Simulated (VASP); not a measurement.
Here is a VASP 6.6.1 calculation.

The input INCAR:

```
SYSTEM = InPd
ALGO = Normal
EDIFF = 1E-7
EDIFFG = -0.02
ENCUT = 600
GGA = BF
IBRION = 2
ISIF = 3
ISMEAR = -1
LASPH = .TRUE.
LCHARG = .FALSE.
LREAL = .FALSE.
LUSE_VDW = .TRUE.
LWAVE = .FALSE.
NELM = 80
NSW = 40
PREC = Accurate
SIGMA = 0.05
ZAB_VDW = -1.8867
```

File KPOINTS:

```
k-points
0
G
  8 8 8
  0 0 0
```

File POSCAR:

```
InPd
1.0
    3.2718847800      0.0000000000      0.0000000000
    0.0000000000      3.2718847800      0.0000000000
    0.0000000000      0.0000000000      3.2718847800
In Pd
1 1
Direct
    0.0000000000      0.0000000000      0.0000000000
    0.5000000000      0.5000000000      0.5000000000
```

Potentials or basis: VASP PAW PBE potentials, release 64 (In_d, Pd).

The run is started by

```sh
$ cat potpaw_PBE.64/In_d/POTCAR potpaw_PBE.64/Pd/POTCAR > POTCAR
$ mpirun -np 1 vasp_std > vasp.out
```

Task: What does it give for the band gap on the k mesh?

Result: None (metal or under the smearing width).

Task: What does it give for the space group after relaxing (to 0.05 Å)?

Result: Pm-3m (No. 221).

The path:
| step | energy change (eV) | largest force (eV/Å) | pressure (GPa) | volume (Å³) |
| --- | --- | --- | --- | --- |
| 1 | 0.0000 | 0.0000 | 6.34 | 35.03 |
| 2 | -0.0150 | 0.0000 | -3.63 | 38.66 |
| 3 | -0.0359 | 0.0000 | -0.03 | 36.97 |

Caveat: the PAW data sets were made with another functional, which shifts forces and pressure a little.
